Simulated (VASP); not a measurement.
PbSe (Clausthalite):

```
Pb Se
1.0
     0.00000    3.06065    3.06065
     3.06065    0.00000    3.06065
     3.06065    3.06065    0.00000
Pb Se
1 1
Cartesian
  0.0000 0.0000 0.0000
  3.0606 3.0606 3.0606
```

* Program: VASP 6.6.1
* Task: relaxation of cell and atoms
* Functional: optPBE-vdW
* Potentials or basis: VASP PAW PBE potentials, release 64 (Pb_d, Se)
* Cutoff: 600 eV
* k mesh: 8 × 8 × 8
* Occupations: fermi-dirac, width 0.05 eV
* Spin: no spin polarisation

At the start: pressure 3.2 GPa; volume 28.67 Å³/atom.

Problem. Where does the relaxation end?

Solution. Over 3 steps the energy falls by 16.7 meV/atom and the volume is 30.44 Å³/atom (+6.2 %); space group Fm-3m (No. 225, to 0.05 Å).

Step by step:
```csv
step,energy change (eV),largest force (eV/Å),pressure (GPa),volume (Å³)
1,0.0000,0.0000,3.19,57.34
2,-0.0295,0.0000,-0.97,62.21
3,-0.0334,0.0000,0.02,60.88
```

Final structure:
```cif
data_structure
_symmetry_space_group_name_H-M 'P 1'
_symmetry_Int_Tables_number 1
_cell_length_a 4.4156
_cell_length_b 4.4156
_cell_length_c 4.4156
_cell_angle_alpha 60.000
_cell_angle_beta 60.000
_cell_angle_gamma 60.000
_cell_volume 60.88
loop_
_atom_site_label
_atom_site_type_symbol
_atom_site_fract_x
_atom_site_fract_y
_atom_site_fract_z
_atom_site_occupancy
Pb1 Pb 0.00000 0.00000 0.00000 1
Se1 Se 0.50000 0.50000 0.50000 1
```

The cell as given is a measured one (28.67 Å³/atom); optPBE-vdW puts the equilibrium volume +6.2 % from it, thermal expansion not counted.

Caveat: the PAW data sets were made with another functional, which shifts forces and pressure a little.
